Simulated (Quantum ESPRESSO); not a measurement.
# HfC (Fm-3m) in Quantum ESPRESSO: reference runs

How does HfC come out in PBEsol? The cell is run as given and disturbed.

Everything below comes from runs of Quantum ESPRESSO 7.5. Logs are shortened: lines on timing, memory, paths and dates and some standing lists are left out, and cuts for length are marked.

**1. The structure**

The structure is cubic, space group Fm-3m (No. 225). Conventional cell: a = 4.650 Å, b = 4.650 Å, c = 4.650 Å, α = 90.00°, β = 90.00°, γ = 90.00°. Hf (site symmetry m-3m) is surrounded by 6 C at 2.33 Å. C (site symmetry m-3m) has 6 Hf at 2.33 Å as nearest neighbours.

**2. Single point, PBEsol**

pw.in

```
&CONTROL
  calculation = 'scf'
  prefix = 'pwscf'
  outdir = './tmp'
  pseudo_dir = './pseudo'
  tprnfor = .true.
  tstress = .true.
  disk_io = 'low'
/
&SYSTEM
  ibrav = 0
  nat = 2
  ntyp = 2
  ecutwfc = 45
  ecutrho = 360
  nbnd = 14
  occupations = 'smearing'
  smearing = 'fd'
  degauss = 0.00367493
/
&ELECTRONS
  conv_thr = 4d-10
  electron_maxstep = 120
  mixing_beta = 0.5
/
ATOMIC_SPECIES
Hf   178.4900 hf_pbesol_v1.uspp.F.UPF
C     12.0110 c_pbesol_v1.2.uspp.F.UPF
CELL_PARAMETERS angstrom
   0.0000000000    2.3250000000    2.3250000000
   2.3250000000    0.0000000000    2.3250000000
   2.3250000000    2.3250000000    0.0000000000
ATOMIC_POSITIONS crystal
Hf     0.5000000000    0.5000000000    0.5000000000
C      0.0000000000    0.0000000000    0.0000000000
K_POINTS automatic
10 10 10 0 0 0
```

pp_density.in

```
&INPUTPP
  prefix = 'pwscf'
  outdir = './tmp'
  filplot = 'density.dat'
  plot_num = 0
/
&PLOT
  nfile = 1
  filepp(1) = 'density.dat'
  iflag = 3
  output_format = 6
  fileout = 'density.cube'
/
```

pp_potential.in

```
&INPUTPP
  prefix = 'pwscf'
  outdir = './tmp'
  filplot = 'potential.dat'
  plot_num = 11
/
&PLOT
  nfile = 1
  filepp(1) = 'potential.dat'
  iflag = 3
  output_format = 6
  fileout = 'potential.cube'
/
```

Potentials or basis: GBRV 1.5 PBEsol.

Command:

```
$ OMP_NUM_THREADS=1 mpirun -n 2 pw.x -nk 2 -in pw.in > pw.out
$ OMP_NUM_THREADS=1 mpirun -n 1 pp.x -in pp_density.in > pp_density.out
$ OMP_NUM_THREADS=1 mpirun -n 1 pp.x -in pp_potential.in > pp_potential.out
```

pw.out:

```text
This program is part of the open-source Quantum ESPRESSO suite
     for quantum simulation of materials; please cite
[... 6 lines left out ...]
     using ibrav=0 with symmetry is DISCOURAGED, use correct ibrav instead

     K-points division:     npool     =       2
     Subspace diagonalization in iterative solution of the eigenvalue problem:
     a serial algorithm will be used

     G-vector sticks info
     --------------------
     sticks:   dense  smooth     PW     G-vecs:    dense   smooth      PW
     Sum         955     475    151                19603     6879    1243

     Using Slab Decomposition

     bravais-lattice index     =            0
     lattice parameter (alat)  =       6.2135  a.u.
     unit-cell volume          =     169.6272 (a.u.)^3
     number of atoms/cell      =            2
     number of atomic types    =            2
     number of electrons       =        16.00
     number of Kohn-Sham states=           14
     kinetic-energy cutoff     =      45.0000  Ry
     charge density cutoff     =     360.0000  Ry
     scf convergence threshold =      4.0E-10
     mixing beta               =       0.5000
     number of iterations used =            8  plain     mixing
     Exchange-correlation= SLA  PW   PSX  PSC
                           (   1   4  10   8   0   0   0)

     celldm(1)=   6.213507  celldm(2)=   0.000000  celldm(3)=   0.000000
     celldm(4)=   0.000000  celldm(5)=   0.000000  celldm(6)=   0.000000

     crystal axes: (cart. coord. in units of alat)
               a(1) = (   0.000000   0.707107   0.707107 )
               a(2) = (   0.707107   0.000000   0.707107 )
               a(3) = (   0.707107   0.707107   0.000000 )

     reciprocal axes: (cart. coord. in units 2 pi/alat)
               b(1) = ( -0.707107  0.707107  0.707107 )
               b(2) = (  0.707107 -0.707107  0.707107 )
               b(3) = (  0.707107  0.707107 -0.707107 )

     PseudoPot. # 1 for Hf read from file:
     hf_pbesol_v1.uspp.F.UPF
     Pseudo is Ultrasoft + core correction, Zval = 12.0
     Generated by new atomic code, or converted to UPF format
     Using radial grid of  921 points,  8 beta functions with:
                l(1) =   0
                l(2) =   0
                l(3) =   0
                l(4) =   1
                l(5) =   1
                l(6) =   2
                l(7) =   2
                l(8) =   3
     Q(r) pseudized with  6 coefficients,  rinner =    1.200   1.200   1.200
                                                       1.200   1.200   1.200
                                                       1.200

     PseudoPot. # 2 for C  read from file:
     c_pbesol_v1.2.uspp.F.UPF
     Pseudo is Ultrasoft + core correction, Zval =  4.0
     Generated by new atomic code, or converted to UPF format
     Using radial grid of  721 points,  4 beta functions with:
                l(1) =   0
                l(2) =   0
                l(3) =   1
                l(4) =   1
     Q(r) pseudized with  8 coefficients,  rinner =    1.100   1.100   1.100

     atomic species   valence    mass     pseudopotential
     Hf               12.00   178.49000     Hf( 1.00)
     C                 4.00    12.01100     C ( 1.00)

     48 Sym. Ops., with inversion, found

   Cartesian axes

     site n.     atom                  positions (alat units)
         1        Hf     tau(   1) = (   0.7071068   0.7071068   0.7071068  )
         2        C      tau(   2) = (   0.0000000   0.0000000   0.0000000  )

     number of k points=    47  Fermi-Dirac smearing, width (Ry)=  0.0037
                       cart. coord. in units 2pi/alat
        k(    1) = (   0.0000000   0.0000000   0.0000000), wk =   0.0020000
        k(    2) = (   0.0707107   0.0707107  -0.0707107), wk =   0.0160000
        k(    3) = (   0.1414214   0.1414214  -0.1414214), wk =   0.0160000
        k(    4) = (   0.2121320   0.2121320  -0.2121320), wk =   0.0160000
        k(    5) = (   0.2828427   0.2828427  -0.2828427), wk =   0.0160000
        k(    6) = (  -0.3535534  -0.3535534   0.3535534), wk =   0.0080000
[... 39 lines left out ...]
        k(   46) = (  -0.0707107  -0.3535534   0.6363961), wk =   0.0480000
        k(   47) = (  -0.7071068   0.2828427   0.0000000), wk =   0.0240000

     Dense  grid:    19603 G-vectors     FFT dimensions: (  40,  40,  40)

     Smooth grid:     6879 G-vectors     FFT dimensions: (  27,  27,  27)

     Initial potential from superposition of free atoms

     starting charge      14.0000, renormalised to      16.0000

     negative rho (up, down):  1.232E-01 0.000E+00
     Starting wfcs are   17 randomized atomic wfcs

     Self-consistent Calculation

     iteration #  1     ecut=    45.00 Ry     beta= 0.50
     Davidson diagonalization with overlap
     ethr =  1.00E-02,  avg # of iterations =  2.3

     negative rho (up, down):  1.132E-01 0.000E+00

     total energy              =    -169.49883917 Ry
     estimated scf accuracy    <       2.57183448 Ry

     iteration #  2     ecut=    45.00 Ry     beta= 0.50
     Davidson diagonalization with overlap
     ethr =  1.00E-02,  avg # of iterations =  2.1

     negative rho (up, down):  1.126E-01 0.000E+00

     total energy              =    -170.07460216 Ry
     estimated scf accuracy    <       0.64843253 Ry

     iteration #  3     ecut=    45.00 Ry     beta= 0.50
     Davidson diagonalization with overlap
     ethr =  4.05E-03,  avg # of iterations =  1.8

     negative rho (up, down):  1.135E-01 0.000E+00

     total energy              =    -170.14994954 Ry
     estimated scf accuracy    <       0.03879479 Ry

     iteration #  4     ecut=    45.00 Ry     beta= 0.50
     Davidson diagonalization with overlap
     ethr =  2.42E-04,  avg # of iterations =  2.7
[... 28 lines left out ...]
     negative rho (up, down):  1.149E-01 0.000E+00

     total energy              =    -170.15756081 Ry
     estimated scf accuracy    <       0.00000079 Ry

     iteration #  8     ecut=    45.00 Ry     beta= 0.50
     Davidson diagonalization with overlap
     ethr =  4.94E-09,  avg # of iterations =  1.2

     negative rho (up, down):  1.149E-01 0.000E+00

     total energy              =    -170.15756085 Ry
     estimated scf accuracy    <       0.00000004 Ry

     iteration #  9     ecut=    45.00 Ry     beta= 0.50
     Davidson diagonalization with overlap
     ethr =  2.54E-10,  avg # of iterations =  2.0

     negative rho (up, down):  1.149E-01 0.000E+00

     End of self-consistent calculation

          k = 0.0000 0.0000 0.0000 (   893 PWs)   bands (ev):

   -45.5967 -14.0616 -14.0616 -14.0616   3.1118  16.4081  16.4081  16.4081
    16.7486  16.7486  16.7486  18.7729  18.7729  22.2167

          k = 0.0707 0.0707-0.0707 (   881 PWs)   bands (ev):

   -45.5928 -14.1314 -14.0683 -14.0683   3.3630  15.0195  15.4092  15.4092
    17.1628  17.1628  17.5347  19.8778  19.8778  22.7633

          k = 0.1414 0.1414-0.1414 (   875 PWs)   bands (ev):

   -45.5826 -14.3096 -14.0859 -14.0859   4.0661  13.2359  14.1667  14.1667
    17.9070  17.9070  18.0696  21.8701  21.8701  23.9070

          k = 0.2121 0.2121-0.2121 (   869 PWs)   bands (ev):

   -45.5700 -14.5215 -14.1075 -14.1075   5.0877  11.5088  13.2020  13.2020
    18.7415  18.9885  18.9885  23.9849  23.9849  24.5248

          k = 0.2828 0.2828-0.2828 (   869 PWs)   bands (ev):

   -45.5597 -14.6867 -14.1248 -14.1248   6.2225  10.0102  12.6040  12.6040
    19.8519  20.1396  20.1396  23.4402  25.8413  25.8413

          k =-0.3536-0.3536 0.3536 (   862 PWs)   bands (ev):

   -45.5558 -14.7483 -14.1314 -14.1314   6.9079   9.2165  12.4021  12.4021
    20.7053  20.7053  21.1666  21.8774  26.8222  26.8222

          k = 0.1414-0.0000 0.0000 (   889 PWs)   bands (ev):
[... 99 lines left out ...]
          k =-0.0000-0.4243 0.4243 (   867 PWs)   bands (ev):

   -45.5487 -14.5516 -14.4298 -14.1736   6.1768  10.6491  12.6838  12.9353
    19.3274  19.9633  20.7476  22.6375  26.2812  26.7468

          k = 0.5657-0.0000 0.0000 (   862 PWs)   bands (ev):

   -45.5475 -14.6140 -14.2748 -14.2748   5.0900  12.1821  13.7847  15.1779
    15.1779  20.4844  22.0799  22.0799  23.8408  25.5247

          k =-0.0707-0.6364 0.6364 (   860 PWs)   bands (ev):

   -45.5436 -14.6373 -14.3195 -14.2815   5.1762  12.5535  13.2918  14.8825
    15.5515  21.2673  21.9995  22.0291  24.3505  24.7250

          k = 0.0000-0.5657 0.5657 (   862 PWs)   bands (ev):

   -45.5427 -14.5972 -14.4042 -14.2587   5.4861  12.3747  12.6922  14.1390
    16.3374  21.5013  21.7698  22.8338  23.8514  25.8442

          k =-0.7071 0.0000 0.0000 (   846 PWs)   bands (ev):

   -45.5423 -14.6645 -14.2970 -14.2970   5.0323  12.7958  13.5700  15.3031
    15.3031  20.7110  22.1409  22.1409  23.7476  24.7587

          k = 0.2828 0.1414 0.0000 (   864 PWs)   bands (ev):

   -45.5745 -14.3681 -14.1709 -14.1072   4.5399  12.1795  14.0093  14.0113
    16.7848  19.5541  19.6041  20.6145  23.0037  25.6709

          k = 0.3536 0.2121-0.0707 (   867 PWs)   bands (ev):

   -45.5635 -14.5138 -14.2228 -14.1295   5.3375  11.2236  13.1029  13.4582
    17.4835  20.0427  20.7407  21.9211  24.2296  26.3969

          k =-0.2828-0.4243 0.5657 (   867 PWs)   bands (ev):

   -45.5546 -14.6344 -14.2490 -14.1567   6.1157  10.3780  12.6528  12.9845
    18.4299  20.6526  21.0274  23.5372  24.4386  26.8976

          k =-0.2121-0.3536 0.4950 (   858 PWs)   bands (ev):

   -45.5511 -14.6803 -14.2557 -14.1697   6.4778   9.9948  12.5741  12.7598
    19.4719  19.9481  21.2496  23.9909  25.5351  26.1167

          k = 0.4243 0.1414-0.0000 (   852 PWs)   bands (ev):

   -45.5593 -14.5086 -14.2478 -14.1888   5.2274  11.3962  13.5532  14.0095
    16.3211  20.6520  21.2342  21.5734  23.6130  27.4333

          k =-0.2121-0.4950 0.6364 (   865 PWs)   bands (ev):

   -45.5512 -14.5808 -14.3093 -14.2138   5.6860  11.2246  12.9274  13.5188
    17.1305  21.1422  21.5235  22.3582  24.6057  27.0723

          k =-0.1414-0.4243 0.5657 (   857 PWs)   bands (ev):
[... 9 lines left out ...]
          k = 0.0000-0.2828 0.4243 (   867 PWs)   bands (ev):

   -45.5546 -14.5538 -14.3298 -14.1580   5.8610  10.8303  12.9345  12.9622
    18.2531  20.8572  20.8641  21.9310  24.9992  27.0813

          k =-0.1414-0.5657 0.7071 (   864 PWs)   bands (ev):

   -45.5470 -14.6002 -14.3096 -14.2684   5.3357  12.0284  13.2627  14.1447
    16.2039  21.3235  21.7155  22.0366  24.5611  25.5601

          k =-0.0707-0.4950 0.6364 (   864 PWs)   bands (ev):

   -45.5435 -14.5858 -14.3880 -14.2734   5.5806  12.1728  12.7810  13.5863
    17.0065  20.9339  21.9886  22.5062  24.1908  26.3683

          k = 0.0000-0.4243 0.5657 (   859 PWs)   bands (ev):

   -45.5440 -14.5096 -14.4909 -14.2420   5.8961  11.5205  12.6468  13.2465
    18.0668  20.0775  21.7811  23.1546  24.2044  27.8452

          k =-0.7071 0.1414 0.0000 (   854 PWs)   bands (ev):

   -45.5422 -14.6303 -14.3331 -14.3016   5.2631  12.7376  13.1551  14.1117
    16.2271  21.5726  21.5974  22.1458  24.0713  25.2876

          k =-0.1414-0.4243 0.7071 (   878 PWs)   bands (ev):

   -45.5456 -14.5591 -14.3999 -14.2526   5.8285  11.5387  12.7901  13.1157
    18.0686  20.1524  21.9204  22.3919  24.7310  27.3549

          k =-0.0707-0.3536 0.6364 (   868 PWs)   bands (ev):

   -45.5435 -14.5274 -14.4508 -14.2745   5.8808  11.7127  12.6738  13.0223
    19.0112  19.0550  22.0022  23.0093  23.8633  28.5776

          k =-0.7071 0.2828 0.0000 (   876 PWs)   bands (ev):

   -45.5422 -14.5400 -14.4265 -14.3090   5.7018  12.6218  12.6588  12.7544
    18.0377  20.0410  22.1535  22.3221  23.7802  27.8382

     the Fermi energy is    15.4153 ev

!    total energy              =    -170.15756086 Ry
     estimated scf accuracy    <          2.2E-10 Ry
     smearing contrib. (-TS)   =      -0.00020560 Ry
     internal energy E=F+TS    =    -170.15735526 Ry

     The total energy is F=E-TS. E is the sum of the following terms:
     one-electron contribution =      -8.56492948 Ry
     hartree contribution      =      12.74232051 Ry
     xc contribution           =     -78.94716402 Ry
     ewald contribution        =     -95.38758228 Ry

     convergence has been achieved in   9 iterations

     negative rho (up, down):  1.149E-01 0.000E+00

     Forces acting on atoms (cartesian axes, Ry/au):

     atom    1 type  1   force =     0.00000000   -0.00000000   -0.00000000
     atom    2 type  2   force =    -0.00000000    0.00000000    0.00000000

     Total force =     0.000000     Total SCF correction =     0.000000

     Computing stress (Cartesian axis) and pressure

     negative rho (up, down):  1.149E-01 0.000E+00
          total   stress  (Ry/bohr**3)                   (kbar)     P=      -62.87
  -0.00042739   0.00000000   0.00000000          -62.87        0.00        0.00
   0.00000000  -0.00042739  -0.00000000            0.00      -62.87       -0.00
  -0.00000000  -0.00000000  -0.00042739           -0.00       -0.00      -62.87

=------------------------------------------------------------------------------=
   JOB DONE.
=------------------------------------------------------------------------------=
```

Wall time 9.4 s (2 MPI ranks of Arm Neoverse V2, shared host); peak memory 0.24 GiB.

What came out:

```
Free energy            : -2315.1116 eV
Pressure               : -6.3 GPa
Band gap on the k mesh : none (metal or under the smearing width)
```

The run has no spin-orbit coupling, so splittings on Hf are missing.

**3. Single point, PBEsol (atoms moved at random, drawn with an rms of 0.05 Å)**

pw.in, as its differences from that of step 2:

```diff
@@ -7,3 +7,3 @@
   tstress = .true.
-  disk_io = 'low'
+  disk_io = 'nowf'
 /
@@ -33,4 +33,4 @@
 ATOMIC_POSITIONS crystal
-Hf     0.5000000000    0.5000000000    0.5000000000
-C      0.0000000000    0.0000000000    0.0000000000
+Hf     0.4887240000    0.5083250000    0.4884190000
+C     -0.0098520000    0.0191000000   -0.0063350000
 K_POINTS automatic
```

Potentials or basis: GBRV 1.5 PBEsol.

Command:

```
$ OMP_NUM_THREADS=1 mpirun -n 2 pw.x -nk 2 -in pw.in > pw.out
```

Run time: 51 s. Hardware: 2 MPI ranks of Arm Neoverse V2, shared host; peak memory 0.32 GiB.

Results (log left out):

- Free energy: -2315.1023 eV
- Pressure: -6.0 GPa
- Largest force: 0.367 eV/Å
- Band gap on the k mesh: none (metal or under the smearing width)

Forces in eV/Å, atoms in the order of the input:
```
Hf   0.276  0.116  0.211
C   -0.276 -0.116 -0.211
```

Stress tensor (GPa, compression positive):
```
-5.88 -0.09 -0.16
-0.09 -6.20 -0.07
-0.16 -0.07 -6.05
```

Levels at points of the mesh, in eV from the Fermi level:
| k point | band 6 | band 7 | band 8 | band 9 | band 10 | band 11 |
| --- | --- | --- | --- | --- | --- | --- |
| (0.00, 0.00, 0.00) | 0.77 | 0.83 | 0.91 | 1.33 | 1.45 | 1.53 |
| (0.00, 0.00, -0.50) | -6.21 | -3.03 | -3.02 | 5.26 | 5.27 | 5.73 |
| (0.00, -0.50, -0.50) | -2.63 | -1.89 | -0.13 | -0.10 | 5.28 | 6.70 |
| (0.50, 0.50, 0.50) | -6.21 | -3.03 | -3.03 | 5.27 | 5.27 | 5.72 |
| (-0.50, 0.00, 0.00) | -6.21 | -3.03 | -3.02 | 5.26 | 5.27 | 5.73 |
| (0.00, -0.50, 0.00) | -6.21 | -3.03 | -3.02 | 5.26 | 5.27 | 5.73 |
| (-0.50, 0.00, -0.50) | -2.64 | -1.91 | -0.14 | -0.07 | 5.29 | 6.70 |
| (-0.50, -0.50, 0.00) | -2.64 | -1.90 | -0.13 | -0.08 | 5.29 | 6.70 |

Spin-orbit coupling is left out, which matters for the levels of Hf.
